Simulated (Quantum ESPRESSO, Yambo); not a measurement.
# Quasiparticle gap of CdS (Hawleyite) in Yambo, part 2 of 2

Wanted: ground state, empty states, screening and self-energy for CdS (Hawleyite).

Quantum ESPRESSO 7.5 and Yambo 5.3.0; PBE and many-body steps on it, plane waves. Known limits of the many-body steps: not at the basis limit; no spin-orbit coupling; coarse k mesh.

So far. Step 2 (Ground state): The gap is direct, at Γ. Step 3 (Bands along the symmetry lines): The gap is 1.145 eV, as in the run before at this level.

### Step 4. Empty states on the mesh, 4×4×4 mesh, 331 bands

Level of this step: DFT, PBE, plane waves, norm-conserving pseudopotentials (Quantum ESPRESSO).

The sums over transitions need many empty states on a uniform mesh; this step solves for them.

Contents of pw.in:

```
&control
  calculation = 'nscf'
  prefix = 'x'
  outdir = 'o'
  pseudo_dir = 'pseudo'
/
&system
  ibrav = 0
  nat = 2
  ntyp = 2
  ecutwfc = 94.0
  nbnd = 331
  force_symmorphic = .true.
/
&electrons
  conv_thr = 1e-9
  electron_maxstep = 80
  diago_full_acc = .true.
  diago_thr_init = 5e-6
/
ATOMIC_SPECIES
  Cd 112.41 Cd.upf
  S 32.06 S.upf
CELL_PARAMETERS angstrom
  -0.0000000000 2.9165000000 2.9165000000
  2.9165000000 -0.0000000000 2.9165000000
  2.9165000000 2.9165000000 -0.0000000000
ATOMIC_POSITIONS crystal
  Cd 0.0000000000 0.0000000000 0.0000000000
  S 0.2500000000 0.2500000000 0.2500000000
K_POINTS automatic
  4 4 4 0 0 0
```

On the command line:

```console
> OMP_NUM_THREADS=1 mpirun -n 4 pw.x -nk 4 -in pw.in > pw.out
```

Log:

```text
[banner, memory and clock lines left out]
Program PWSCF v.7.5 starts

     Atomic positions and unit cell read from directory:
     o/x.save/

     Message from routine setup:
     using ibrav=0 with symmetry is DISCOURAGED, use correct ibrav instead

     G-vector sticks info

     bravais-lattice index     =            0
     lattice parameter (alat)  =       7.7943  a.u.
     unit-cell volume          =     334.8209 (a.u.)^3
     number of atoms/cell      =            2
     number of atomic types    =            2
     number of electrons       =        26.00
     number of Kohn-Sham states=          331
     kinetic-energy cutoff     =      94.0000  Ry
     charge density cutoff     =     376.0000  Ry
     Exchange-correlation= PBE
                           (   1   4   3   4   0   0   0)

     celldm(1)=   7.794277  celldm(2)=   0.000000  celldm(3)=   0.000000
     celldm(4)=   0.000000  celldm(5)=   0.000000  celldm(6)=   0.000000

     crystal axes: (cart. coord. in units of alat)
               a(1) = (  -0.000000   0.707107   0.707107 )
               a(2) = (   0.707107  -0.000000   0.707107 )
               a(3) = (   0.707107   0.707107  -0.000000 )

     reciprocal axes: (cart. coord. in units 2 pi/alat)
               b(1) = ( -0.707107  0.707107  0.707107 )
               b(2) = (  0.707107 -0.707107  0.707107 )
               b(3) = (  0.707107  0.707107 -0.707107 )
     Pseudo is Norm-conserving + core correction, Zval = 20.0
     Generated using ONCVPSP code by D. R. Hamann
     Using radial grid of 1368 points,  6 beta functions with:
     Pseudo is Norm-conserving + core correction, Zval =  6.0
     Generated using ONCVPSP code by D. R. Hamann
     Using radial grid of 1146 points,  6 beta functions with:
     Cd               20.00   112.41000     Cd( 1.00)
     S                 6.00    32.06000     S ( 1.00)

     24 Sym. Ops. (no inversion) found

   Cartesian axes

     site n.     atom                  positions (alat units)
         1        Cd     tau(   1) = (   0.0000000   0.0000000   0.0000000  )
         2        S      tau(   2) = (   0.3535534   0.3535534   0.3535534  )

     number of k points=     8
                       cart. coord. in units 2pi/alat
        k(    1) = (   0.0000000   0.0000000   0.0000000), wk =   0.0312500
        k(    2) = (   0.1767767   0.1767767  -0.1767767), wk =   0.2500000
        k(    3) = (  -0.3535534  -0.3535534   0.3535534), wk =   0.1250000
[...]
k(    7) = (  -0.7071068   0.0000000   0.0000000), wk =   0.0937500
        k(    8) = (  -0.7071068   0.3535534   0.0000000), wk =   0.1875000

     Dense  grid:    41151 G-vectors     FFT dimensions: (  50,  50,  50)

     The potential is recalculated from file :
     o/x.save/charge-density

     Starting wfcs are   14 randomized atomic wfcs +  317 random wfcs

     Band Structure Calculation

     End of band structure calculation

          k = 0.0000 0.0000 0.0000 (  5065 PWs)   bands (ev):

   -94.3756 -55.4396 -55.4396 -55.4396  -5.3823  -0.7407  -0.7407  -0.7407
    -0.2617  -0.2617   6.9821   6.9821   6.9821   8.1268  13.5132  13.5132
    13.5132  18.3635  18.3635  18.4326  20.2843  20.2843  20.2843  22.5626
[...]
[... 30 further rows ...]
[...]
194.1350 194.1350 196.0276

          k = 0.1768 0.1768-0.1768 (  5156 PWs)   bands (ev):

[...]
[... 30 further rows ...]
[...]
197.6257 197.6257 197.9282

          k =-0.3536-0.3536 0.3536 (  5168 PWs)   bands (ev):

[...]
65.8940  67.6525  67.7258  67.7258  68.1298  68.1298  69.2984  69.8215
     [... 30 further rows ...]
   193.6924 194.2373 194.2373 194.4902 194.4902 194.9943 195.1998 195.1998
   196.1201 196.1201 196.9251

          k = 0.3536 0.0000 0.0000 (  5105 PWs)   bands (ev):

     [... further k-points ...]

     highest occupied, lowest unoccupied level (ev):     6.9821    8.1268

     XML data file, pseudopotentials, collected wavefunctions
```

Wall time 50 s (4 MPI ranks of Arm Neoverse V1, shared host); peak memory 0.81 GiB; 3.3 min of CPU time.

This step gave:

| Property | Result |
| --- | --- |
| gap | 1.145 eV |
| k of the valence top | 0, 0, 0 |
| k of the conduction bottom | 0, 0, 0 |
| least direct gap | 1.145 eV |
| k points computed | 8 |
| lowest point of the top converged band, above the valence top | 189.0455 eV |

On this mesh the gap is 1.145 eV.

### Step 5. Conversion and set-up

This step: Yambo 5.3.0; conversion and set-up on PBE, plane waves, norm-conserving pseudopotentials.

The states are converted to the many-body program's format and the q mesh is built.

On the command line:

```console
> (cd o/x.save; p2y > p2y.log; mv SAVE ../..); yambo > setup.log
```

Log:

```text
 Yambo, version 5.3.0

 [02] CORE Variables Setup
 =========================

  [02.01] Unit cells
  ==================

  Cell kind             :  FCC
  Atoms in the cell     :  Cd  S
  number of Cd atoms    :  1
  number of S  atoms    :  1

  List of atomic masses
  Mass of Cd    :  112.4100
  Mass of S     :  32.06000

  List of atomic coordinates    : [cc]
  Cd1       :  0.000000  0.000000  0.000000  order 1
  S1       :  2.755693  2.755693  2.755693  order 2

  Alat factors          :  5.511386  5.511386  5.511386 [a.u.]
  Direct lattice volume :  334.8209 [a.u.]
  Direct lattice vectors:  A[ 1 ]  A[ 2 ]  A[ 3 ]
   A[ 1 ]: -0.000000  1.000000  1.000000  [iru]
  -0.000000  5.511386  5.511386  [cc]
   A[ 2 ]:  1.000000 -0.000000  1.000000  [iru]
   5.511386 -0.000000  5.511386  [cc]
   A[ 3 ]:  1.000000  1.000000 -0.000000  [iru]
   5.511386  5.511386 -0.000000  [cc]

  Recip. lattice volume :  0.740845 [a.u.]
  Recip. lattice vectors:  B[ 1 ]  B[ 2 ]  B[ 3 ]
   B[ 1 ]: -0.500000  0.500000  0.500000  [iku]
  -0.570019  0.570019  0.570019  [cc]
   B[ 2 ]:  0.500000 -0.500000  0.500000  [iku]
   0.570019 -0.570019  0.570019  [cc]
   B[ 3 ]:  0.500000  0.500000 -0.500000  [iku]
   0.570019  0.570019 -0.570019  [cc]

  [02.02] Symmetries
  ==================

  Inversion symmetry    : yes
  Spatial inversion     : no
  Inversion index       :  25
  K-space Time-reversal : yes
  Magnetic symmetries   : no
  Time-reversal derived K-space symmetries:   25   48
  Group table correct   : yes
  Symmetries units      :  [cc]

   [S  1]:   1.0000     -0.15363E-16 -0.15363E-16 -0.15363E-16   1.0000      0.15363E-16  0.15363E-16  0.15363E-16   1.0000
   [S  2]:  -1.0000      0.15363E-16 -0.15363E-16  0.15363E-16  -1.0000      0.15363E-16 -0.15363E-16 -0.15363E-16   1.0000
   [S  3]:  -1.0000     -0.15363E-16  0.15363E-16  0.15363E-16   1.0000     -0.15363E-16 -0.15363E-16  0.15363E-16  -1.0000
[...]
[S  9]: -0.15363E-16   1.0000     -0.15363E-16  0.15363E-16 -0.15363E-16   1.0000       1.0000      0.15363E-16  0.15363E-16
   [S 10]: -0.15363E-16  -1.0000      0.15363E-16  0.15363E-16  0.15363E-16  -1.0000       1.0000     -0.15363E-16 -0.15363E-16
     [... 36 further rows ...]
   [S*47]:   1.0000     -0.15363E-16  0.15363E-16 -0.15363E-16  0.15363E-16  -1.0000      0.15363E-16   1.0000     -0.15363E-16
   [S*48]:   1.0000      0.15363E-16 -0.15363E-16 -0.15363E-16 -0.15363E-16   1.0000      0.15363E-16  -1.0000      0.15363E-16

  [02.03] Reciprocal space
  ========================

  nG shells         :   388
  nG charge         :   41151
  nG WFs            :   6151
  nC WFs            :   5180
  G-vecs. in first 38 shells:  [ Number ]
     1    9   15   27   51   59   65   89  113
    137   169   181   229   259   283   307   331   339
    387   411   459   531   537   561   609   645   701
[...]
1139  1211
  ...
[...]
K/Q-points units:
  rlu = crystal or reduced units; cc = cartesian coordinates; iku = interal k-units

  K [1]          [rlu]:  0.000000  0.000000  0.000000
         WF components:   5065
  K [2]          [rlu]: -0.74775E-17 -0.74775E-17  0.25000
         WF components:   5156
  K [3]          [rlu]:  0.14955E-16  0.14955E-16 -0.50000
         WF components:   5168
  K [4]          [rlu]: -0.62139E-17  0.25000      0.25000
         WF components:   5105
  K [5]          [rlu]: -0.19138E-17  0.25000     -0.50000
         WF components:   5165
  [... 2 further k-points ...]
  K [8]          [rlu]:  0.250000 -0.500000 -0.250000
         WF components:   5180

  [02.05] Energies & Occupations
  ==============================

  [X] === General ===
  [X] Electronic Temperature                        :  0.000000  0.000000 [eV K]
  [X] Bosonic    Temperature                        :  0.000000  0.000000 [eV K]
  [X] Finite Temperature mode                       : no
  [X] El. density                                   :  0.52403E+24 [cm-3]
  [X] Fermi Level                                   :  6.982057 [eV]

  [X] === Gaps and Widths ===
  [X] Conduction Band Min                           :  1.144724 [eV]
  [X] Valence Band Max                              :  0.000000 [eV]
  [X] Filled Bands                                  :  13
  [X] Empty Bands                                   :    14   331
  [X] Direct Gap                                    :  1.144724 [eV]
  [X] Direct Gap localized at k                     :  1
  [X] Indirect Gap                                  :  1.144724 [eV]
  [X] Indirect Gap between kpts                     :  1  1
  [X] Last valence band width                       :  2.183510 [eV]
  [X] 1st conduction band width                     :  4.279643 [eV]

  E @ K [1]:  [eV]
  -101.3576  -62.4216  -62.4216  -62.4216  -12.3643   -7.7227   -7.7227   -7.7227
   -7.2437      -7.2437     -0.49598E-10 -0.38578E-10   0.0000       1.1447       6.5312       6.5312
    6.53119  11.38146  11.38146  11.45052  13.30225  13.30225  13.30225  15.58051
[...]
occ @ K [1]
[...]
E @ K [2]:  [eV]
[...]
occ @ K [2]
[...]
E @ K [3]:  [eV]
[...]
occ @ K [3]
[...]
E @ K [4]:  [eV]
[...]
occ @ K [4]
[...]
E @ K [5]:  [eV]
[...]
occ @ K [5]
[...]
[... 2 further k-points ...]
  E @ K [8]:  [eV]
[...]
occ @ K [8]
[...]
0.000000  0.000000  0.000000  0.000000  0.000000  0.000000  0.000000  0.000000
   0.000000  0.000000  0.000000  0.000000  0.000000  0.000000  0.000000  0.000000

 [03] Transferred momenta grid and indexing
 ==========================================

 IBZ Q-points                                      :   8
 BZ  Q-points                                      :   64

 K/Q-points units:
 rlu = crystal or reduced units; cc = cartesian coordinates; iku = interal k-units

 Q [1]          [rlu]:  0.000000  0.000000  0.000000
 Q [2]          [rlu]: -0.40681E-17 -0.40681E-17  0.25000
 Q [3]          [rlu]:  0.81362E-17  0.81362E-17 -0.50000
[...]
Q [7]          [rlu]:  0.12428E-16 -0.50000     -0.50000
 Q [8]          [rlu]:  0.250000 -0.500000 -0.250000

  [03.01] X indexes
  =================

   [03.01.01] Sigma indexes
   ========================

 [06] Game Over & Game summary
```

Elapsed: 3 s, on 1 MPI rank; peak memory 0.25 GiB.

### Step 6. Screening and self-energy, 4×4×4 mesh, 331 bands, screening to 217.7 eV

Now the one-shot GW correction: screening in the RPA, then the self-energy of the levels asked for.

This step: G0W0 on PBE, plane waves, norm-conserving pseudopotentials.

Contents of gw3.in:

```
HF_and_locXC
gw0
dyson
ppa
em1d
rim_cut
RandQpts= 1000000
RandGvec= 1 RL
EXXRLvcs= 94 Ry
VXCRLvcs= 376 Ry
Chimod= "HARTREE"
% BndsRnXp
 1 | 331 |
%
NGsBlkXp= 16 Ry
% LongDrXp
 1 | 1 | 1 |
%
% GbndRnge
 1 | 331 |
%
DysSolver= "n"
ExtendOut
PPAPntXp= 27.21138 eV
% QPkrange
 1 | 1 | 12 | 15 |
%
```

On the command line:

```console
> OMP_NUM_THREADS=1 mpirun -n 4 yambo -F gw3.in -J gw3 -C gw3 > gw3.log
```

Log:

```text
 Yambo, version 5.3.0

 [02] CORE Variables Setup
 =========================

  [... cell, symmetries and grids as in the set-up ...]

  [02.05] Energies & Occupations
  ==============================

  [X] === General ===
  [X] Electronic Temperature                        :  0.000000  0.000000 [eV K]
  [X] Bosonic    Temperature                        :  0.000000  0.000000 [eV K]
  [X] Finite Temperature mode                       : no
  [X] El. density                                   :  0.52403E+24 [cm-3]
  [X] Fermi Level                                   :  6.982057 [eV]

  [X] === Gaps and Widths ===
  [X] Conduction Band Min                           :  1.144724 [eV]
  [X] Valence Band Max                              :  0.000000 [eV]
  [X] Filled Bands                                  :  13
  [X] Empty Bands                                   :    14   331
  [X] Direct Gap                                    :  1.144724 [eV]
  [X] Direct Gap localized at k                     :  1
  [X] Indirect Gap                                  :  1.144724 [eV]
  [X] Indirect Gap between kpts                     :  1  1
  [X] Last valence band width                       :  2.183510 [eV]
  [X] 1st conduction band width                     :  4.279643 [eV]

 [03] Transferred momenta grid and indexing
 ==========================================

 IBZ Q-points                                      :   8
 BZ  Q-points                                      :   64

 K/Q-points units:
 rlu = crystal or reduced units; cc = cartesian coordinates; iku = interal k-units

 Q [1]          [rlu]:  0.000000  0.000000  0.000000
 Q [2]          [rlu]: -0.40681E-17 -0.40681E-17  0.25000
 Q [3]          [rlu]:  0.81362E-17  0.81362E-17 -0.50000
 Q [4]          [rlu]: -0.62139E-17  0.25000      0.25000
 Q [5]          [rlu]: -0.38278E-17  0.25000      0.50000
 Q [6]          [rlu]:  0.81362E-17  0.25000     -0.25000
 Q [7]          [rlu]:  0.12428E-16 -0.50000     -0.50000
 Q [8]          [rlu]:  0.250000 -0.500000 -0.250000

 [04] Coloumb potential Random Integration (RIM)
 ===============================================

  [04.01] RIM initialization
  ==========================

  * Diagonal components only detected *

  8 x (sBL volume)        :  0.092606 [a.u.]
  sBZ random points       :  1000000
  Points outside the sBZ  :   7987327
  RL volume               :  0.740845 [a.u.]
  Integrated volume       :  0.742020 [a.u.]

  [04.02] RIM integrals
  =====================

  Gamma point sphere radius             :  0.082066 [a.u.]
  Points outside the sphere             :   799513
  [Int_sBZ(q=0) 1/q^2]*(Vol_sBZ)^(-1/3) =:  7.764325
                                 should be <:  7.795600

  Summary of Coulomb integrals for non-metallic bands |Q|[au] RIM/Bare

  Q [1] 0.100000E-4 0.995988 * Q [2] 0.246825 1.065884
  Q [4] 0.285009 1.064810 * Q [6] 0.403064 1.027704
  Q [5] 0.472634 1.020409 * Q [3] 0.493651 1.018308
  Q [7] 0.570019 1.014905 * Q [8] 0.637300 1.011860

 [05] Dipoles
 ============

  [05.01] Setup: observables and procedures
  =========================================

 [06] Dynamic Dielectric Matrix (PPA)
 ====================================

 [WR./gw3//ndb.pp]---------------------------------------------------------------
  Brillouin Zone Q/K grids (IBZ/BZ)                :    8   64    8   64
  RL vectors                                       :   6183 [WF]
  Coulomb cutoff potential                         : none
  Electronic Temperature                           :  0.000000 [K]
  Bosonic    Temperature                           :  0.000000 [K]
  PPA    diel. fun.  energies                      : Perdew, Burke & Ernzerhof(X)+Perdew, Burke & Ernzerhof(C)
  wavefunctions                                    : Perdew, Burke & Ernzerhof(X)+Perdew, Burke & Ernzerhof(C)
  Global Gauge                                     : length
  X matrix size                                    :   387
  X band range                                     :     1   331
  X e/h energy range                               : -1.000000 -1.000000 [eV]
  X Time ordering                                  : R
  X Hxc Kernel                                     : HARTREE
  X Drude frequency                                :  0.000000  0.000000
  X poles                                          :  100.0000 [o/o]
  RL vectors in the sum                            :   6183
  [r,Vnl] included                                 : yes
  Field direction                                  :  0.577350E-5  0.577350E-5  0.577350E-5
  BZ energy Double Grid                            : no
  BZ energy DbGd points                            : 0
  BZ Q point size factor                           : -1.000000
  X Optical Averaged directions                    : none

 [07] Local Exchange-Correlation + Non-Local Fock
 ================================================

 [VXC] Plane waves :   41151
 [EXS] Plane waves :   5161

 QP @ state[ 1 ] K range:  1  1
 QP @ state[ 1 ] b range:  12  15

 [xc] Functional : Perdew, Burke & Ernzerhof(X)+Perdew, Burke & Ernzerhof(C)
 [xc] LIBXC used to calculate xc functional
  PP Number of Atomic Species                      :  2
  NLCC RL compoments                               :   41151
  PP Number of Atomic Species                      :  2
  NLCC RL compoments                               :   41151

 [xc] E_xc :  -17.59455 [Ha]
      E_xc :  -35.18910 [Ry]

  Local XC kind (lXC) : Perdew, Burke & Ernzerhof(X)+Perdew, Burke & Ernzerhof(C)
  Non-Local XC kind (nlXC) : Hartree-Fock

  Corrections @ K [1] :  [eV]
 <12|nlXC|12> = -18.34334 -0.77818E-18 <12|lXC|12> = -15.38909 -0.14161E-15
 <13|nlXC|13> = -18.34339 -0.10121E-17 <13|lXC|13> = -15.38909  0.000000
 <14|nlXC|14> = -6.737015 -0.35482E-17 <14|lXC|14> = -10.63635  0.000000
 <15|nlXC|15> = -5.838126  0.28639E-17 <15|lXC|15> = -10.64223  0.000000

 [08] Dyson equation: Newton solver
 ==================================

  [08.01] G0W0 (W PPA)
  ====================

  [  GW  ] Bands range     :     1   331
  [GW/PPA] G damping       :  0.100000 [eV]

  QP @ state[ 1 ] K range:  1  1
  QP @ state[ 1 ] b range:  12  15

   Sc/G bands                                       :     1   331
   Sc/G damping                                     :  0.100000 ev
   Sc bands terminator                              : no
   Sx RL components                                 :   5161

   QP @ state[ 1 ] K range                          :  1  1
   QP @ state[ 1 ] b range                          :  12  15
   GF energies kind                                 : Perdew, Burke & Ernzerhof(X)+Perdew, Burke & Ernzerhof(C)
   GF WF`s kind                                     : Perdew, Burke & Ernzerhof(X)+Perdew, Burke & Ernzerhof(C)
   Xs energies kind                                 : Perdew, Burke & Ernzerhof(X)+Perdew, Burke & Ernzerhof(C)
   Xs WF`s kind                                     : Perdew, Burke & Ernzerhof(X)+Perdew, Burke & Ernzerhof(C)

 [11] Game Over & Game summary
```

Run time: 6.6 min. Hardware: 4 MPI ranks; peak memory 2.4 GiB; 26 min of CPU time.

This step gave:

- G0W0 gap on the points computed: 2.201 eV
- starting gap on the mesh: 1.145 eV
- k of the valence top: 0, 0, 0
- k of the conduction bottom: 0, 0, 0
- least direct G0W0 gap on the computed points: 2.201 eV
- Z at the valence top: 0.7854
- Z at the conduction bottom: 0.8151

The gap on the mesh goes from 1.14 eV to 2.20 eV, a correction of +1.06 eV.

Limits: finite bands, cutoff and mesh; no spin-orbit coupling; coarse k mesh. v1 is the top filled band, c1 the lowest empty one. Levels before and after the correction, in eV, zero at the valence-band top of each column:

|  | conduction bottom | valence top |
| --- | --- | --- |
| Kohn-Sham | 1.14 | 0.00 |
| G0W0 | 2.20 | 0.00 |

```
             level  energy (eV)
Kohn-Sham  Γ v2-v1        0.000
Kohn-Sham     Γ c1        1.145
Kohn-Sham     Γ c2        6.531
     G0W0  Γ v2-v1        0.000
     G0W0     Γ c1        2.201
     G0W0     Γ c2        7.848
```

### Step 7. Where the time went

Times are wall times on the hardware named with each run, good to a factor of about two.

```
                          step     time  share  memory (GiB)
                  ground state    9.2 s    2 %          0.29
bands along the symmetry lines    7.8 s    2 %          0.25
      empty states on the mesh     50 s   11 %          0.81
         conversion and set-up      3 s    1 %          0.25
     screening and self-energy  6.6 min   85 %           2.4
```

### Step 8. Outcome

| Property | Result |
| --- | --- |
| PBE gap | 1.14 eV, direct |
| G0W0 gap on the mesh | 2.20 eV |
| GW settings | 4×4×4 mesh, 331 bands, screening to 217.7 eV, Godby-Needs plasmon pole |
| known limits | not at the basis limit; no spin-orbit coupling; coarse k mesh |

In words: G0W0 moves the gap on the mesh from 1.14 eV to 2.20 eV (+1.06 eV), with Z of 0.79 and 0.82 at the edges. Only 1 of the mesh's irreducible points was corrected, so a valley elsewhere could overtake. The dearest step here is «screening and self-energy». Against experiment, by G0W0@PBE: the gap of 2.20 eV lies −0.22 eV from the measured 2.42 eV (optical, 1995). An exciton line or allowed optical edge lies below the quasiparticle gap by the binding energy; a forbidden edge can push the onset above it. The calculation has static nuclei and no excitons; a measured gap holds zero-point and thermal motion, which mostly lowers it. Bands and cutoff are finite, so the gap is not at the basis limit. The miss can reach some tenths of an eV and take either sign; the mesh is an error of its own. In the G0W0 run levels were corrected at 1 k point alone, so a gap called «on the mesh» is the least over those, and an edge elsewhere would be missed. The 4×4×4 mesh is coarse for this cell, which bears on the long-range parts of exchange and screening. The many-body steps are scalar-relativistic: spin-orbit coupling is not in them.

[Paths, hosts, dates, memory and timing lines, banners, echoed tables and standing remarks are left out of the program output.]

[Logs are printed without paths, hosts, clocks, repeated set-up lines and the standing remarks that a program may print on its own settings, such as how far it seeks lower states.]

[Runs of the session that timed out or met a known fault of the program may be left out.]

[Hosts, paths, dates, database ids (printed as entryN), source tags and the programs' standing remarks are cut or masked in the printed files.]
